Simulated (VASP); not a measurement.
# BN (P6_3/mmc) in VASP: a series of runs

One crystal, BN, is run at these levels: LDA; tasks: single point, relaxation of cell and atoms.

All numbers are computed with VASP 6.6.1; they aren't measurements. Logs are shortened: lines on timing, memory, paths and dates and some standing lists are left out, and cuts for length are marked.

### Step 1. Starting point

Symmetry: P6_3/mmc, No. 194, hexagonal system. Conventional cell: a = 2.482 Å, b = 2.482 Å, c = 5.967 Å, α = 90.00°, β = 90.00°, γ = 120.00°. B (site symmetry -6m2) has 3 N at 1.43 Å as nearest neighbours. N (site symmetry -6m2) is surrounded by 3 B at 1.43 Å.

### Step 2. Single point, LDA (cell)

The input, INCAR:

```
SYSTEM = BN
  ALGO = Fast
  EDIFF = 1E-6
  ENCUT = 520
  GGA = CA
  ISIF = 2
  ISMEAR = 0
  LASPH = .TRUE.
  LCHARG = .FALSE.
  LREAL = .FALSE.
  LWAVE = .FALSE.
  NBANDS = 16
  NELM = 80
  PREC = Accurate
  SIGMA = 0.01
```

The input, KPOINTS:

```
k-points
0
G
  12 12 4
  0 0 0
```

The input, POSCAR:

```
BN
1.0
    2.4817222478      0.0000000000      0.0000000000
   -1.2408611239      2.1492345117      0.0000000000
    0.0000000000      0.0000000000      5.9673502785
B N
2 2
Direct
    0.3333333333      0.6666666667      0.2500000000
    0.6666666667      0.3333333333      0.7500000000
    0.3333333333      0.6666666667      0.7500000000
    0.6666666667      0.3333333333      0.2500000000
```

Potentials or basis: VASP PAW LDA potentials, release 64 (B, N).

Command:

```bash
cat potpaw_LDA.64/B/POTCAR potpaw_LDA.64/N/POTCAR > POTCAR
mpirun -np 1 vasp_std > vasp.out
```

OUTCAR:

```text
SYSTEM = BN
   EDIFF = 1E-6
   ENCUT = 520
   GGA = CA
   ISIF = 2
   ISMEAR = 0
   LASPH = .TRUE.
   LREAL = .FALSE.
   NELM = 80
   PREC = Accurate

 ion  position               nearest neighbor table
   1  0.333  0.667  0.250-   4 1.43   4 1.43   4 1.43
   2  0.667  0.333  0.750-   3 1.43   3 1.43   3 1.43
   3  0.333  0.667  0.750-   2 1.43   2 1.43   2 1.43
   4  0.667  0.333  0.250-   1 1.43   1 1.43   1 1.43

  LATTYP: Found a hexagonal cell.
 ALAT       =     2.4817222478
 C/A-ratio  =     2.4045197982

  Lattice vectors:

 A1 = (   2.4817222478,   0.0000000000,   0.0000000000)
 A2 = (  -1.2408611239,   2.1492345117,   0.0000000000)
 A3 = (   0.0000000000,   0.0000000000,   5.9673502785)

Analysis of symmetry for initial positions (statically):
=====================================================================
 Subroutine PRICEL returns:
 Original cell was already a primitive cell.

 Routine SETGRP: Setting up the symmetry group for a
 hexagonal supercell.

 Subroutine GETGRP returns: Found 24 space group operations
 (whereof 12 operations were pure point group operations)
 out of a pool of 24 trial point group operations.

The static configuration has the point symmetry D_3d.
 The point group associated with its full space group is D_6h.

Analysis of symmetry for dynamics (positions and initial velocities):
=====================================================================
 Subroutine PRICEL returns:
 Original cell was already a primitive cell.

 Routine SETGRP: Setting up the symmetry group for a
 hexagonal supercell.

 Subroutine GETGRP returns: Found 24 space group operations
 (whereof 12 operations were pure point group operations)
 out of a pool of 24 trial point group operations.

The dynamic configuration has the point symmetry D_3d.
 The point group associated with its full space group is D_6h.

 Subroutine INISYM returns: Found 24 space group operations
 (whereof 12 operations are pure point group operations),
 and found     1 'primitive' translations

----------------------------------------------------------------------------------------

                                     Primitive cell

  volume of cell :      31.8287

  direct lattice vectors                    reciprocal lattice vectors
     2.481722248  0.000000000  0.000000000     0.402945979  0.232640969  0.000000000
    -1.240861124  2.149234512  0.000000000     0.000000000  0.465281939  0.000000000
     0.000000000  0.000000000  5.967350278     0.000000000  0.000000000  0.167578566

  length of vectors
     2.481722248  2.481722248  5.967350278     0.465281939  0.465281939  0.167578566

  position of ions in fractional coordinates (direct lattice)
     0.333333333  0.666666667  0.250000000
     0.666666667  0.333333333  0.750000000
     0.333333333  0.666666667  0.750000000
     0.666666667  0.333333333  0.250000000

  ion indices of the primitive-cell ions
   primitive index   ion index
                 1           1
                 2           2
                 3           3
                 4           4

----------------------------------------------------------------------------------------

 KPOINTS: k-points

Automatic generation of k-mesh.
 Grid dimensions read from file:
 generate k-points for:   12   12    4

 Generating k-lattice:

  Cartesian coordinates                     Fractional coordinates (reciprocal lattice)
     0.033578832  0.019386747  0.000000000     0.083333333  0.000000000  0.000000000
     0.000000000  0.038773495  0.000000000     0.000000000  0.083333333  0.000000000
     0.000000000  0.000000000  0.041894641     0.000000000  0.000000000  0.250000000

  Length of vectors
     0.038773495  0.038773495  0.041894641

  Shift w.r.t. Gamma in fractional coordinates (k-lattice)
     0.000000000  0.000000000  0.000000000

 Subroutine IBZKPT returns following result:
 ===========================================

 Found     57 irreducible k-points:

 Following reciprocal coordinates:
            Coordinates               Weight
  0.000000  0.000000  0.000000      1.000000
  0.083333 -0.000000  0.000000      6.000000
  0.166667  0.000000  0.000000      6.000000
  0.250000  0.000000  0.000000      6.000000
  0.333333 -0.000000  0.000000      6.000000
  0.416667  0.000000  0.000000      6.000000
[... 16 lines left out ...]
  0.250000  0.000000  0.250000     12.000000
  0.333333 -0.000000  0.250000     12.000000
 [... further k-points ...]
   k-points           NKPTS =     57   k-points in BZ     NKDIM =     57   number of bands    NBANDS=     16
   number of dos      NEDOS =    301   number of ions     NIONS =      4
   total plane-waves  NPLWV =  15552
   dimension x,y,z NGX =    18 NGY =   18 NGZ =   48
   dimension x,y,z NGXF=    36 NGYF=   36 NGZF=   96
   ions per type =               2   2
   NGX,Y,Z   is equivalent  to a cutoff of  12.06, 12.06, 13.37 a.u.
   NGXF,Y,Z  is equivalent  to a cutoff of  24.12, 24.12, 26.74 a.u.
 SYSTEM =  BN
   PREC   = accura    normal or accurate (medium, high low for compatibility)
   ISTART =      0    job   : 0-new  1-cont  2-samecut
   ICHARG =      2    charge: 1-file 2-atom 10-const
   ISPIN  =      1    spin polarized calculation?
   LNONCOLLINEAR =      F non collinear calculations
   LSORBIT =      F    spin-orbit coupling
   LASPH  =      T    aspherical Exc in radial PAW
   ENCUT  =  520.0 eV  38.22 Ry    6.18 a.u.   4.61  4.61 11.10*2*pi/ulx,y,z
   NELM   =     80;   NELMIN=  2; NELMDL= -5     # of ELM steps
   EDIFF  = 0.1E-05   stopping-criterion for ELM
   LREAL  =      F    real-space projection
   EDIFFG = 0.1E-04   stopping-criterion for IOM
   NSW    =      0    number of steps for IOM
   IBRION =     -1    ionic relax: 0-MD 1-quasi-New 2-CG
   NFREE  =      0    steps in history (QN), initial steepest desc. (CG)
   ISIF   =      2    stress and relaxation
   ISYM   =      2    0-nonsym 1-usesym 2-fastsym
   POTIM  = 0.5000    time-step for ionic-motion
   TEBEG  =    0.0;   TEEND  =   0.0 temperature during run
   PSTRESS=    0.0 pullay stress
   NELECT =      16.0000    total number of electrons
   NUPDOWN=      -1.0000    fix difference up-down
   EMIN   =  10.00;   EMAX   =-10.00  energy-range for DOS
   EFERMI =   0.00;   METHOD = LEGACY
   ISMEAR =     0;   SIGMA  =   0.01  broadening in eV -4-tet -1-fermi 0-gaus
   EFERMI_NEDOS =   21; number of points for ismear=-14 and -15
   IALGO  =     68    algorithm
   IMIX   =      4    mixing-type and parameters
     AMIX     =   0.40;   BMIX     =  1.00
     AMIX_MAG =   1.60;   BMIX_MAG =  1.00
  volume/ion in A,a.u.               =       7.96        53.70
  Fermi-wavevector in a.u.,A,eV,Ry     =   1.301693  2.459844 23.053784  1.694405
  Thomas-Fermi vector in A             =   2.432810
   LORBIT       =      0    0 simple, 1 ext, 2 COOP (PROOUT), +10 PAW based schemes
   GGA     = CA    functional components
   LHFCALC =     F    Hartree Fock is set to
   AEXX    =    0.0000 exact exchange contribution
   IVDW    =     0    specifies the selected vdW correction
   LEPSILON=     F    determine dielectric tensor
   LRPA    =     F    only Hartree local field effects (RPA)
 non-spin polarized calculation
 RMM-DIIS sequential band-by-band and
 Gauss-broadening in eV      SIGMA  =   0.01
  energy-cutoff  :      520.00
  volume of cell :       31.83
 maximum number of plane-waves:       872
   NGX =  9   NGY =  9   NGZ = 23

 number of electron      15.9999998 magnetization

 Free energy of the ion-electron system (eV)
  ---------------------------------------------------
  ext. energy  EPLUGINS =         0.00000000
  ---------------------------------------------------
  free energy    TOTEN  =       -38.54737627 eV

  energy without entropy =      -38.54737627  energy(sigma->0) =      -38.54737627

 E-fermi :   3.3742     XC(G=0): -11.2426

 val. band max:        3.3007190555   @ k =   0.3333   0.2500   0.0000
 cond. band min:       7.2212626528   @ k =   0.5000   0.0000   0.0000
 fundamental gap:      3.9205435973
 Fermi energy:         3.3741608927

 k-point     1 :       0.0000    0.0000    0.0000
  band No.  band energies     occupation
      1     -14.7126      2.00000
      2     -14.0484      2.00000
      3      -3.8115      2.00000
      4      -0.2752      2.00000
      5       1.8863      2.00000
      6       1.8863      2.00000
[... 8 lines left out ...]
     15      16.3892      0.00000
     16      16.4358      0.00000

 k-point     2 :       0.0833   -0.0000    0.0000
  band No.  band energies     occupation
      1     -14.5717      2.00000
      2     -13.9168      2.00000
      3      -3.6181      2.00000
      4      -0.1096      2.00000
      5       1.3266      2.00000
      6       1.4312      2.00000
[... 8 lines left out ...]
     15      15.8253      0.00000
     16      16.8542      0.00000

 k-point     3 :       0.1667    0.0000    0.0000
  band No.  band energies     occupation
      1     -14.1554      2.00000
      2     -13.5290      2.00000
      3      -3.0439      2.00000
      4      -0.1012      2.00000
      5       0.0317      2.00000
      6       0.3754      2.00000
[... 8 lines left out ...]
     15      17.3058      0.00000
     16      17.8575      0.00000

 k-point     4 :       0.2500    0.0000    0.0000
  band No.  band energies     occupation
      1     -13.4878      2.00000
      2     -12.9128      2.00000
      3      -2.1116      2.00000
      4      -1.9275      2.00000
      5      -1.7478      2.00000
      6       0.1948      2.00000
[... 8 lines left out ...]
     15      19.3816      0.00000
     16      19.6163      0.00000
[... 324 lines left out ...]
 k-point    22 :       0.1667    0.0000    0.2500
  band No.  band energies     occupation
      1     -14.0728      2.00000
      2     -13.6313      2.00000
      3      -2.6410      2.00000
      4      -0.3553      2.00000
      5      -0.0712      2.00000
      6       0.1027      2.00000
[... 8 lines left out ...]
     15      17.2095      0.00000
     16      17.2658      0.00000

 k-point    23 :       0.2500    0.0000    0.2500
  band No.  band energies     occupation
      1     -13.4113      2.00000
      2     -13.0058      2.00000
      3      -2.0127      2.00000
      4      -1.7932      2.00000
      5      -1.6030      2.00000
      6       0.2158      2.00000
[... 8 lines left out ...]
     15      19.4110      0.00000
     16      19.5762      0.00000

 k-point    24 :       0.3333   -0.0000    0.2500
  band No.  band energies     occupation
      1     -12.5640      2.00000
      2     -12.2185      2.00000
      3      -3.7380      2.00000
      4      -3.5814      2.00000
      5      -0.4967      2.00000
      6      -0.4317      2.00000
[... 8 lines left out ...]
     15      21.9574      0.00000
     16      22.0500      0.00000

 [... further k-points ...]
[... 5 lines left out ...]
  --------------------------------------------------------------------------------------
  -------------------------------------------------------------------------------------
  Total        0.9617639      0.9617639      0.7654851      0.0000000     -0.0000000      0.0000000
  in kB       48.4128363     48.4128363     38.5326463      0.0000000     -0.0000000      0.0000000
  external PRESSURE =      45.1194396 kB  Pullay stress =       0.0000000 kB

 VOLUME and BASIS-vectors are now :
 -----------------------------------------------------------------------------
  energy-cutoff  :      520.00
  volume of cell :       31.83
      direct lattice vectors                 reciprocal lattice vectors
     2.481722248  0.000000000  0.000000000     0.402945979  0.232640969  0.000000000
    -1.240861124  2.149234512  0.000000000     0.000000000  0.465281939  0.000000000
     0.000000000  0.000000000  5.967350278     0.000000000  0.000000000  0.167578566

 POSITION                                       TOTAL-FORCE (eV/Angst)
 -----------------------------------------------------------------------------------
     -0.00000      1.43282      1.49184        -0.000000      0.000000      0.000000
      1.24086      0.71641      4.47551         0.000000     -0.000000      0.000000
     -0.00000      1.43282      4.47551        -0.000000      0.000000      0.000000
      1.24086      0.71641      1.49184         0.000000     -0.000000      0.000000
 -----------------------------------------------------------------------------------
    total drift:                               -0.000000      0.000000      0.000000

  FREE ENERGIE OF THE ION-ELECTRON SYSTEM (eV)
  ---------------------------------------------------
  free  energy   TOTEN  =       -38.5473762672 eV

  energy  without entropy=      -38.5473762672  energy(sigma->0) =      -38.54737627
```

Wall time 10 s (1 thread of AMD EPYC 9R45 (Zen 5), shared host); peak memory 0.11 GiB.

What came out:

* Free energy: -38.5474 eV
* Pressure: 4.5 GPa
* Band gap on the k mesh: 3.92 eV, indirect (least direct gap 4.22 eV)

Stress tensor (GPa, compression positive):
```
4.84 0.00 0.00
0.00 4.84 0.00
0.00 0.00 3.85
```

Levels at points of the mesh, in eV from the valence-band top:
```csv
k point,band 4,band 5,band 6,band 7,band 8,band 9,band 10,band 11,band 12,band 13
"(0.00, 0.00, 0.00)",-3.58,-1.41,-1.41,-1.31,-1.31,5.78,11.38,11.49,11.49,11.77
"(0.50, 0.00, 0.00)",-8.96,-4.33,-4.16,-2.03,-0.30,3.92,6.10,9.81,9.98,12.96
"(0.00, 0.00, 0.50)",-5.58,-1.36,-1.36,-1.36,-1.36,8.83,8.83,11.62,11.62,11.62
"(0.50, 0.00, 0.50)",-9.05,-4.24,-4.24,-1.07,-1.07,4.50,4.50,10.17,10.17,13.98
```

[end of part 1 of 2]
